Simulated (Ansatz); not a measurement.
# Charge transition levels of the Mn on the Si site in Si, term by term

Method: DFT PBE, scalar-relativistic, plane waves, PAW (Ansatz 0.2.0). (420 eV cutoff, 2×2×2 k-mesh, shifted by half a step, Gaussian smearing of 0.02 eV, collinear spin)

Host crystal, relaxed:

```
Si
1.0
     3.85128    0.00000    0.00000
    -1.92564    3.33531    0.00000
     0.00000    0.00000    6.36502
Si
4
Cartesian
  0.0000 2.2235 0.4006
  1.9256 1.1118 3.5831
  0.0000 2.2235 2.7820
  1.9256 1.1118 5.9645
```

The Mn on the Si site was set at (0.333, 0.667, 0.063) of the host cell, in a supercell of 48 sites (981 Å³), relaxed at fixed cell in each charge q. The host's Kohn–Sham gap is 0.45 eV and its static dielectric constant 13.0 (mean). For each charge: the supercell's free energy over the neutral one with q electrons exchanged at the valence band top, F(q) − F(0) + qE_v; the image-charge term; and the term that aligns the potential far from the defect with the host's.

```
 q F(q) − F(0) + qE_v (eV) image charge (eV) alignment (eV)
+1                    0.047              0.159          -0.006
 0                    0.000              0.000           0.000
-1                    0.171              0.159          -0.073
```

Question: Add the terms and find the levels between neighbouring charges, ε(q/q′) = [A(q′) − A(q)]/(q − q′), with and without the two corrections.

Answer: A(q): 0.199 eV for +1, 0.000 eV for 0, 0.257 eV for -1.
```json
{"level": "(+1/0)", "corrected (eV over E_v)": "-0.20", "uncorrected (eV)": "-0.05"}
{"level": "(0/-1)", "corrected (eV over E_v)": "0.26", "uncorrected (eV)": "0.17"}
```

As a check, a point charge in a simple cubic cell of this volume has q²αe²/(2εL) = 0.158 q² eV (e² = 14.40 eV Å, α = 2.837, L = 9.94 Å); the shape of the real cell and the anisotropy of ε can change it somewhat. The term grows as q², so it pushes donor levels down and acceptor levels up.

Question: Which of these charges is lowest with the Fermi level at the valence band top, at mid-gap and at the conduction band bottom?

Answer: The line A(q) + qE_F that lies lowest gives the charge: 0 at E_F = 0.00 eV, 0 at E_F = 0.23 eV, -1 at E_F = 0.45 eV. (+1/0) falls outside this Kohn–Sham gap, so the change of charge isn't reached within it; the real gap is usually wider and may hold a localised level, while a level that comes from a carrier in the host's bands only marks the band edge and moves with it. In charge -1 the cell has partly filled levels, from a carrier spread over the host's bands, a defect level that the small cell broadens into a band, or a degenerate defect level that the symmetric start can't split, so the levels beside it are doubtful. In charge +1 the extra carrier sits in the host's bands, sampled away from their edge; a term of -0.18 eV would put the level beside it at that edge (it also undoes corrections that don't apply to a spread carrier) and isn't included above. Charges beyond those computed could lie lower near the band edges.

Question: The neutral defect forms at 2.19 eV with atoms taken from and returned to the elements. What are the formation energies at those three Fermi levels, and what share of sites would hold the defect at 1200 K with E_F at mid-gap, if the host still stood at that temperature?

Answer: E_f = E_f(0) + A(q) + qE_F = 2.19, 2.19, 2.00 eV. In the dilute limit the share is exp(−E_f/k_BT) = exp(−2.191/0.1034) = 6.3×10⁻¹⁰, leaving out degeneracy and vibrational entropy. Both elements stand at their elemental potentials, a limit that the host or competing compounds often put out of reach. The small cell and the narrow Kohn–Sham gap leave errors of tenths of an eV or more, which change the share by orders of magnitude.